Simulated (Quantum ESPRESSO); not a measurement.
# Ru: zone-centre phonons under several settings

```
CELL_PARAMETERS angstrom
2.70580 0.00000 0.00000
-1.35290 2.34329 0.00000
0.00000 0.00000 4.28190
ATOMIC_POSITIONS crystal
Ru 0.66667 0.33333 0.75000
Ru 0.33333 0.66667 0.25000
```

All runs used Quantum ESPRESSO 7.5; no spin polarisation.

| level | potentials | k mesh (s: shifted) | geometry | cutoff (eV) | occupations | volume (Å³/atom) | pressure (GPa) | lowest optical mode without the field (cm⁻¹) | highest optical mode without the field (cm⁻¹) |
| --- | --- | --- | --- | --- | --- | --- | --- | --- | --- |
| RPBE | PseudoDojo 0.4.1 SR PBE standard | 9 × 9 × 5 | relaxed cell | 1143 | methfessel-paxton, width 0.136 eV | 13.96 | 0.1 | 168 | 255 |
| RPBE | PseudoDojo 0.4.1 SR PBE standard | 11 × 11 × 6 | given cell, atoms relaxed | 1143 | cold, width 0.2 eV | 13.57 | 9.3 | 179 | 265 |
| PBE | SG15 PBE 1.2 | 11 × 11 × 6 | relaxed cell | 952 | cold, width 0.2 eV | ? | 0.0 | ? | ? |
| WC | PseudoDojo 0.4.1 SR PBE standard | 9 × 9 × 5 | relaxed cell | 1143 | gaussian, width 0.272 eV | 13.45 | 0.0 | 198 | 266 |

Problem. What stands in the row left open?

Solution. Volume 13.77 Å³/atom; lowest optical mode without the field 175 cm⁻¹; highest optical mode without the field 251 cm⁻¹.

Caveats: the mesh is thin for the phonons of a metal; the potentials were made for another functional, which shifts forces and pressure (some runs); the cell is more than 3 GPa from zero pressure, which shifts response properties (some runs).

For the row left open. Caveat: the mesh is thin for the phonons of a metal.
